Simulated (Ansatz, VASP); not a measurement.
**One calculation of GaP, two programs**

File INCAR:

```
SYSTEM = GaP
PREC     = Accurate       ! precision mode
ENCUT    = 520            ! plane-wave cutoff, eV
EDIFF    = 1E-7           ! SCF threshold, eV
ISMEAR   = 0              ! smearing method
SIGMA    = 0.05           ! smearing width, eV
LREAL    = .FALSE.        ! projectors in reciprocal space
LASPH    = .TRUE.         ! aspherical terms in the spheres
NELM     = 80             ! most SCF steps
ALGO     = Normal         ! electronic algorithm
ISIF     = 2              ! what is computed and relaxed
LWAVE    = .FALSE.        ! write WAVECAR
LCHARG   = .TRUE.         ! write CHGCAR
GGA      = PE             ! functional
IVDW     = 12             ! dispersion correction
LELF     = .TRUE.         ! ELF
LVHAR    = .TRUE.       
NBANDS   = 16             ! bands
```

The input KPOINTS:

```
Automatic mesh
0
G
  8 8 8
  0 0 0
```

The input POSCAR:

```
GaP
1.0
    0.0000000000      2.7396360168      2.7396360168
    2.7396360168      0.0000000000      2.7396360168
    2.7396360168      2.7396360168      0.0000000000
Ga P
1 1
Direct
    0.0000000000      0.0000000000      0.0000000000
    0.7500000000      0.7500000000      0.7500000000
```

Input for Ansatz:

```yaml
crystal:
  lattice:
    - [0.0, 2.7396360168, 2.7396360168]
    - [2.7396360168, 0.0, 2.7396360168]
    - [2.7396360168, 2.7396360168, 0.0]
  atoms:
    - { symbol: Ga, position: [0.0, 0.0, 0.0] }
    - { symbol: P, position: [0.75, 0.75, 0.75] }
basis:
  ecutwfc: 420
  ecutrho_ratio: 4
kpoints:
  mp_grid: { grid: [8, 8, 8] }
hamiltonian:
  xc: pbe
  dispersion: d3bj
scf:
  occupations: { method: gaussian, width: 0.05 }
output:
  forces: true
  stress: true
  eigenvalues: true
```

Alike in both runs: task single point; functional PBE; dispersion D3(BJ); k mesh 8 × 8 × 8; occupations gaussian, width 0.05 eV; no spin polarisation.

|  | VASP | Ansatz |
| --- | --- | --- |
| version | VASP 6.6.1 | Ansatz 0.2.0 |
| potentials or method | VASP PAW PBE potentials, release 64 (Ga_d, P) | scalar-relativistic, plane waves, PAW |
| plane-wave cutoff (eV) | 520 | 420 |
| valence electrons in the cell | 18 | 18 |

Ansatz gave:

```
gap on the k mesh at the Fermi level (eV) : 1.63
least direct gap on the mesh (eV)         : 1.70
pressure (GPa)                            : -1.5
dispersion energy (meV/atom)              : -311.2
```

Task: Estimate VASP's values.

Result: gap on the k mesh at the Fermi level (eV): 1.62; least direct gap on the mesh (eV): 1.70; pressure (GPa): -1.5; dispersion energy (meV/atom): -311.1.

A k mesh can miss the band edges. A hybrid or GW would open this gap; PBE tends to underestimate it.
